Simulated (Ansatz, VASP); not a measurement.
BaTiO3 in VASP and in Ansatz

```
CELL_PARAMETERS angstrom
4.07203 0.00000 0.00000
0.00000 4.07203 0.00000
0.00000 0.00000 4.07203
ATOMIC_POSITIONS crystal
Ba 0.00000 0.00000 0.00000
O 0.50000 0.50000 0.00000
O 0.00000 0.50000 0.50000
O 0.50000 0.00000 0.50000
Ti 0.50000 0.50000 0.50000
```

Alike in both runs: task single point; functional r2SCAN; k mesh 6 × 6 × 6; no spin polarisation.

```csv
,VASP,Ansatz
version,VASP 6.6.1,Ansatz 0.2.0
potentials or method,"VASP PAW PBE potentials, release 64 (Ba_sv, O, Ti_sv)",PAW plane waves
plane-wave cutoff (eV),520,500
occupations,"fermi-dirac, width 0.1 eV",fermi-dirac
valence electrons in the cell,40,40
```

```tsv
	VASP	Ansatz	Ansatz less VASP
pressure (GPa)	-7.6	-9.2	-1.59
```

Caveats: the PAW data sets were made with another functional, which shifts forces and pressure a little (VASP). A k mesh can miss the band edges.
